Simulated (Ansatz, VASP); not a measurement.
MgO in VASP and in Ansatz

INCAR

```
ALGO = Fast ; EDIFF = 1E-6
ENCUT = 520 ; GGA = PE
ISIF = 2 ; ISMEAR = 0
LASPH = True ; LCHARG = False
LREAL = False ; LWAVE = False
NBANDS = 11 ; NELM = 80
PREC = Accurate ; SIGMA = 0.02
```

Contents of KPOINTS:

```
k-points
0
Gamma
  12 12 10
```

POSCAR

```
MgO
1.0
    2.8749122144     -0.0060523231      0.0267359902
   -1.4426975727      2.5374528498     -0.0363184898
    0.0243850880     -0.0241707136      2.6358404352
Mg O
1 1
Direct
    0.0075264534      0.0500628687     -0.0224840279
    0.3258068766      0.6166038013      0.5224840279
```

Input for Ansatz:

```yaml
crystal:
  lattice:
    - [2.8749122144, -0.0060523231, 0.0267359902]
    - [-1.4426975727, 2.5374528498, -0.0363184898]
    - [0.024385088, -0.0241707136, 2.6358404352]
  atoms:
    - { symbol: Mg, position: [0.0075264534, 0.0500628687, -0.0224840279] }
    - { symbol: O, position: [0.3258068766, 0.6166038013, 0.5224840279] }
basis:
  ecutwfc: 420
kpoints:
  mp_grid: { grid: [12, 12, 10] }
hamiltonian:
  xc: pbe
scf:
  occupations: { method: gaussian, width: 0.02 }
output:
  forces: true
  stress: true
  eigenvalues: true
```

Change from the starting cell: all atoms moved at random, cell strained at random.

Alike in both runs: task single point; functional PBE; k mesh 12 × 12 × 10; occupations gaussian, width 0.02 eV; no spin polarisation.

|  | VASP | Ansatz |
| --- | --- | --- |
| version | VASP 6.6.1 | Ansatz 0.2.0 |
| potentials or method | VASP PAW PBE potentials, release 64 (Mg, O) | scalar-relativistic, plane waves, PAW |
| plane-wave cutoff (eV) | 520 | 420 |
| valence electrons in the cell | 8 | 16 |

VASP gave:

| Quantity | Value |
| --- | --- |
| gap on the k mesh at the Fermi level (eV) | 3.08 |
| least direct gap on the mesh (eV) | 3.66 |
| pressure (GPa) | 12.5 |
| largest component of the traceless stress (GPa) | 7.31 |
| rms of the force components (eV/Å) | 1.013 |

Q: Which values does Ansatz return?

A: gap on the k mesh at the Fermi level (eV): 3.10; least direct gap on the mesh (eV): 3.67; pressure (GPa): 13.0; largest component of the traceless stress (GPa): 7.22; rms of the force components (eV/Å): 0.998.

Atom by atom the forces differ by 0.016 eV/Å (rms over components). The two sets of potentials don't hold the same shells in valence.

Caveats: forces of over 1 eV/Å show positions far from the minimum, so gaps and moduli don't describe the material at rest. A k mesh can miss the band edges.
